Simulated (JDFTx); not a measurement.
Here is a JDFTx 1.7.0 (patched build) calculation.

File As.in:

```
lattice \
    3.5541910346    -3.5541910346     0.0000000000 \
    2.0520131505     2.0520131505    -4.1040263011 \
    6.6406147546     6.6406147546     6.6406147546
coords-type Cartesian
ion As     0.0000000000     0.0000000000     4.5023368036 1
ion As     0.0000000000    -0.0000000001    15.4195074601 1

ion-species pseudo/As.upf
elec-cutoff 40 320
elec-ex-corr mgga-x-r2scan mgga-c-r2scan
kpoint-folding 6 6 6
elec-smearing Fermi 0.0018374661
elec-n-bands 10
electronic-SCF nIterations 100 energyDiffThreshold 1e-09
electronic-minimize nIterations 30 energyDiffThreshold 1e-7
forces-output-coords Cartesian
lattice-minimize nIterations 40 energyDiffThreshold 1e-6

dump-name run.$VAR
dump End Ecomponents EigStats BandEigs Kpoints Forces Stress
```

Potentials or basis: SG15-PBE-1.2 with smoothed tails.

The run is started by

```console
$ jdftx -c 1 -i As.in -o As.out
```

Estimate the band gap on the k mesh.

none (metal or under the smearing width).

What does it give for the relaxed volume?

22.68 Å³/atom.

The path:
```csv
step,energy change (eV),largest force (eV/Å),pressure (GPa),volume (Å³)
1,0.0000,0.2648,3.55,43.06
2,-0.0035,0.1956,3.21,43.16
3,-0.0127,0.0065,1.96,43.65
4,-0.0164,0.0442,1.27,44.02
5,-0.0194,0.0864,0.40,44.55
6,-0.0201,0.0953,-0.27,45.03
7,-0.0203,0.0640,-0.53,45.35
8,-0.0212,0.0077,-0.16,45.29
9,-0.0213,0.0067,-0.08,45.23
10,-0.0214,0.0032,0.05,45.16
11,-0.0215,0.0080,0.02,45.19
12,-0.0215,0.0087,0.00,45.22
13,-0.0216,0.0150,0.01,45.28
14,-0.0216,0.0146,-0.02,45.35
15,-0.0216,0.0088,0.00,45.36
```

Caveat: the k mesh is coarse; meta-GGA forces are noisy on this grid; the potentials were made for another functional, which shifts forces and pressure. Zero-point motion and thermal expansion aren't in these numbers.
